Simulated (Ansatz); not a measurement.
KBr at 1.0 GPa (stress–strain coefficients): relaxed-ion elastic tensor

Level of theory: Ansatz 0.2.0, DFT PBE, scalar-relativistic, plane waves, PAW. Cutoff 420 eV, 6×6×6 k-points (Γ-centred), fixed occupations. No spin polarisation.

The cell is fixed (symmetry leaves no force on the atoms) and stands under 1.0 GPa:
```
K Br
1.0
     3.96690    0.00000    0.00000
     0.00000    3.96690    0.00000
     0.00000    0.00000    3.96690
K Br
1 1
Direct
  0.00000 0.00000 0.00000
  0.50000 0.50000 0.50000
```

The cell is the ideal cubic caesium chloride prototype; this isn't the usual structure of the compound.

(1) Give the relaxed-ion elastic constants (GPa, Voigt order xx yy zz yz xz xy, on the axes of the cell above).

(2) Is the crystal stable against homogeneous strain?

(3) And the moduli of a polycrystal (Hill averages)?

Answers

(1)
```
45.8  7.3  7.3  0.0  0.0  0.0
 7.3 45.8  7.3  0.0  0.0  0.0
 7.3  7.3 45.8  0.0  0.0  0.0
 0.0  0.0  0.0  5.7  0.0  0.0
 0.0  0.0  0.0  0.0  5.7  0.0
 0.0  0.0  0.0  0.0  0.0  5.7
```

(2) Yes: the least eigenvalue of the tensor is 5.7 GPa.

(3) B = 20 GPa, G = 9 GPa, E = 25 GPa, ν = 0.30.

Cost: 1 run of about 0.29 core-minutes, on Arm Neoverse N1 (shared hosts).